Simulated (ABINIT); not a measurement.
# HfO2 (Fm-3m): least direct gap against volume

The cell of HfO2 (Fm-3m) is scaled evenly and the response computed anew at each volume, on one mesh. The atoms keep their fractional positions.

Symmetry: Fm-3m, No. 225, cubic system. Conventional cell: a = 5.115 Å, b = 5.115 Å, c = 5.115 Å, α = 90.00°, β = 90.00°, γ = 90.00°. Hf on site a is surrounded by 8 O at 2.21 Å. O on site c has 4 Hf at 2.21 Å as nearest neighbours.

Method: ABINIT 10.8.3, LDA, independent particles, k-mesh 11×11×11, Lorentzian half width 0.04 eV.

Launch of the response step: `optic optic.abi`. The series took 8.5 min in all, its band step included, on 4 threads of Arm Neoverse N1, with other jobs on the host.

```
V/V₀  V (Å³, primitive cell)  least direct gap (eV)
0.94                   31.45                  3.889
0.97                   32.45                  3.801
1.00                   33.46                  3.716
1.03                   34.46                  3.633
1.06                   35.46                      ?
```

For small changes the quantity should be close to linear in ln V.

Working, on the rows shown:

| x = ln(V/V₀) | y = least direct gap |
| --- | --- |
| -0.0618754 | 3.889 |
| -0.0304592 | 3.801 |
| 0 | 3.716 |
| 0.0295588 | 3.633 |

Means: x̄ = -0.015694, ȳ = 3.7597. Σ(x − x̄)(y − ȳ) = -0.013, Σ(x − x̄)² = 0.004645. Slope = -0.013 / 0.004645 = -2.799; intercept = ȳ − slope · x̄ = 3.7158. The line misses the rows shown by at most 0.00018 eV.

Q: Predict the last column of the withheld row from the fit.

A: At x = 0.058269 the line gives y = 3.5527 eV. The run gave 3.551 eV, so the extrapolation is off by 0.0017 eV, 0.5 % of the range in the table.

Between the rows on either side of x = 0 the slope is (3.633 − 3.801) / (0.029559 − (-0.030459)) = -2.799. That is a volume deformation potential of -2.8 eV: the least direct gap on this mesh widens by 28 meV for each per cent of compression. LDA gaps are as a rule too small. Spin-orbit coupling is left out.

[Logs are printed without paths, hosts, clocks, repeated set-up lines and the standing remarks that a program may print on its own settings, such as how far it seeks lower states.]
